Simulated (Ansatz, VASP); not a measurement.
# Y in VASP and in Ansatz

```
Y
1.0
     3.32436    0.00000    0.00000
     0.00000    3.32436    0.00000
     0.00000    0.00000    3.32436
Y
1
Direct
  0.00000 0.00000 0.00000
```

Alike in both runs: functional RPBE; k mesh 10 × 10 × 10; occupations fermi-dirac, width 0.1 eV; no spin polarisation.

Ansatz relaxed the structure, and its values are those at the end. VASP's run is a single point on that final structure, the one shown.

|  | VASP | Ansatz |
| --- | --- | --- |
| version | VASP 6.6.1 | Ansatz 0.2.0 |
| potentials or method | VASP PAW PBE potentials, release 64 (Y_sv) | plane waves (420 eV) with PAW, scalar-relativistic |
| plane-wave cutoff (eV) | 520 | 420 |
| valence electrons in the cell | 11 | 11 |

```csv
,VASP,Ansatz,Ansatz less VASP
pressure (GPa),0.0,0.0,+0.05
```

The functional is the same, so the differences come from potentials, cutoffs and numerics.

Caveats: the PAW data sets were made with another functional, which shifts forces and pressure a little (VASP).
